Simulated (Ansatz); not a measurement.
## Ti: the change of energy above lowest point and pressure with volume per atom

Equation of state of a cubic crystal from periodic Kohn-Sham density functional theory without spin; pressure corrected for the finite basis. The results are calculated, by Ansatz 0.2.0 development build.

Cell of the first row (space group Fm-3m, No. 225):
```
Ti
1.0
      0.0000     2.0002     2.0002
      2.0002     0.0000     2.0002
      2.0002     2.0002     0.0000
Ti
1
Direct
  0.00000 0.00000 0.00000
```

Settings of every row: formula Ti; structure type fcc; functional r2SCAN; spin treatment none; k mesh 14x14x14; occupation method fermi-dirac; occupation width 0.1 eV; wave cutoff 700 eV; datasets hard PAW; density cutoff ratio 4; xc grid level 2.

Limits: a cubic model structure, not a phase known at ambient conditions; modest k-mesh, values are not fully converged in k; pseudopotentials made with PBE, not this functional; the SCF threshold is loose for a stress in some rows.

| row | volume per atom (Å³) | energy above lowest point (meV/atom) | pressure (GPa) |
| --- | --- | --- | --- |
| 1 | 16.005 | 43.38 | 10.66 |
| 2 | 16.526 | 15.98 | 6.253 |
| 3 | 17.048 | 2.06 | 2.372 |
| 4 | 17.57 | 0 | -1.045 |
| 5 | 18.092 | ? | ? |

Question: what energy above lowest point and pressure should row 5 give?

Worked fit of energy above lowest point. Take u = (V_r/V)^(2/3) − 1 with V_r = 16.787 Å³ an atom, which is twice the finite (Eulerian) strain; such expansions in the strain, on which the Birch-Murnaghan equation of state is built, carry the rest volume and the bulk modulus. The shown rows have u = 0.03231, 0.0105, -0.01023, -0.02993. Least squares give energy above lowest point = 7.44 + 664.33 × u + 13876.5 × u² meV/atom; a straight line predicts inner rows, each left out in turn, worse (root mean square 8.5 against 0.079 meV/atom). The rows lie off it by -0.01, 0.03, -0.04, 0.01. Its lowest point lies at u = -0.0239, or V = 17.41 Å³ an atom, and the curvature there gives the bulk modulus at fixed shape and fractions, B = (4/9)(1 + u)² E″(u)/V = 108 GPa. The withheld row has u = -0.04869, so the fit gives 7.44 + 664.33 × (-0.04869) + 13876.5 × (-0.04869)² = 7.99 meV/atom.

The calculation gave 8.4 meV/atom. The fit lies 0.41 meV/atom (4.9 % of the value, 0.95 % of the column's range) below it; its largest miss of a shown row is 0.04 meV/atom. This row lies beyond the range of the fit.

Worked fit of pressure. Take u = (V_r/V)^(2/3) − 1 with V_r = 16.787 Å³ an atom, which is twice the finite (Eulerian) strain; such expansions in the strain, on which the Birch-Murnaghan equation of state is built, carry the rest volume and the bulk modulus. The shown rows have u = 0.03231, 0.0105, -0.01023, -0.02993. Least squares give pressure = 4.2501 + 187.229 × u + 344.99 × u² GPa; a straight line predicts inner rows, each left out in turn, worse (root mean square 0.21 against 0.0024 GPa). The rows lie off it by 0.000, -0.001, 0.001, 0.000. The pressure vanishes at u = -0.0237, or V = 17.4 Å³ an atom, and there the bulk modulus at fixed shape and fractions is B = −V dP/dV = (2/3)(1 + u) dP/du = 111 GPa. The withheld row has u = -0.04869, so the fit gives 4.2501 + 187.229 × (-0.04869) + 344.99 × (-0.04869)² = -4.048 GPa.

The calculation gave -4.046 GPa. The fit lies 0.002 GPa (0.014 % of the column's range) below it; its largest miss of a shown row is 0.001 GPa. This row lies beyond the range of the fit.
